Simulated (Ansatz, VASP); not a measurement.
## Sr: VASP beside Ansatz

```
Sr
1.0
     0.00000    4.80912    4.80912
     4.80912    0.00000    4.80912
     4.80912    4.80912    0.00000
Sr
2
Direct
  0.00000 0.00000 0.00000
  0.25000 0.25000 0.25000
```

Alike in both runs: functional PBE; k mesh 11 × 11 × 11; occupations fermi-dirac, width 0.08 eV; no spin polarisation.

Ansatz relaxed the structure, and its values are those at the end. VASP's run is a single point on that final structure, the one shown.

|  | VASP | Ansatz |
| --- | --- | --- |
| version | VASP 6.6.1 | Ansatz 0.2.0 |
| potentials or method | VASP PAW PBE potentials, release 64 (Sr_sv) | PAW with Ansatz's default frozen-core files, scalar-relativistic |
| plane-wave cutoff (eV) | 520 | 420 |
| valence electrons in the cell | 20 | 20 |

|  | VASP | Ansatz | Ansatz less VASP |
| --- | --- | --- | --- |
| pressure (GPa) | 0.0 | 0.0 | 0.00 |
